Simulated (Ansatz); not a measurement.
A plane-wave DFT run in Ansatz 0.2.0 (scalar-relativistic PAW potentials unless the input names others): input and command.

```yaml
crystal:
  lattice:
    - [4.8986562717, 0.0, 0.0]
    - [-2.4493281358, 4.2423607757, 0.0]
    - [0.0, 0.0, 6.1597575432]
  atoms:
    - { symbol: Xx, position: [0.0, 0.0, 0.0] }
    - { symbol: Sc, position: [0.0, 0.0, 0.5] }
    - { symbol: Sc, position: [0.3333333333, 0.6666666667, 0.75] }
    - { symbol: Sc, position: [0.6666666667, 0.3333333333, 0.25] }
    - { symbol: Al, position: [0.3333333333, 0.6666666667, 0.25] }
    - { symbol: Al, position: [0.6666666667, 0.3333333333, 0.75] }
basis:
  ecutwfc: 500
kpoints:
  mp_grid: { grid: [12, 12, 6] }
hamiltonian:
  xc: r2scan
scf:
  occupations: { method: gaussian, width: 0.1 }
  max_iter: 80
output:
  forces: true
  eigenvalues: true
  stress: true
```

```bash
ansatz run input.yaml --threads 1 --pin off --max-ram 2560MiB --backend cpu --events-out ev --progress --plain --runs-dir out
```

Task: What will the program do with this input?

Result: The program refuses it, because of an unknown element (crystal.atoms[0].symbol: "Sc" → "Xx"). With the sound run's settings it is accepted.

Abridged log:
```
Error: YAML parse error: error: line 7 column 17: `Xx` is not an element symbol (H … Og, case-exact)
 --> <input>:7:17
  |
5 |     - [0.0, 0.0, 6.1597575432]
6 |   atoms:
7 |     - { symbol: Xx, position: [0.0, 0.0, 0.0] }
  |                 ^ `Xx` is not an element symbol (H … Og, case-exact)
8 |     - { symbol: Sc, position: [0.0, 0.0, 0.5] }
9 |     - { symbol: Sc, position: [0.3333333333, 0.6666666667, 0.75] }
  |
```